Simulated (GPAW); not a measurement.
Input of a GPAW 26.7.0 run:

File run.py:

```python
from ase.dft.bandgap import bandgap
from ase.io import read, write
from ase.units import GPa
from gpaw import GPAW, PW

atoms = read('POSCAR')

calc = GPAW(mode=PW(650),
            xc='PBE',
            kpts={'size': (8, 8, 8), 'gamma': True},
            occupations={'name': 'fermi-dirac', 'width': 0.05},
            nbands=19,
            maxiter=120,
            txt='gpaw.txt')
atoms.calc = calc
energy = atoms.get_potential_energy()
forces = atoms.get_forces()
stress = atoms.get_stress()
calc.write('gs.gpw')
write('result.traj', atoms)
print(f'Energy: {energy:.6f} eV')
print('Forces (eV/A):')
print(forces.round(4))
print('Stress (GPa):', (stress / GPa).round(3))
print('Fermi level:', round(calc.get_fermi_level(), 4), 'eV')
print(f'Gap: {bandgap(calc)[0]:.4f} eV, direct: {bandgap(calc, direct=True)[0]:.4f} eV')
```

POSCAR

```
WC
1.0
    0.0000000000      2.1926840000      2.1926840000
    2.1926840000      0.0000000000      2.1926840000
    2.1926840000      2.1926840000      0.0000000000
W C
1 1
Direct
    0.0000000000      0.0000000000      0.0000000000
    0.5000000000      0.5000000000      0.5000000000
```

Potentials or basis: GPAW PAW data sets (gpaw-data 1.2.1), pw.

Command:

```console
$ OMP_NUM_THREADS=1 python run.py
```

(1) Predict the pressure.

(2) Predict the band gap on the k mesh.

Answers

(1) -1.2 GPa.

(2) none (metal or under the smearing width).

Caveat: the cutoff is short for stress and forces, so pressures can be off by a GPa or more.
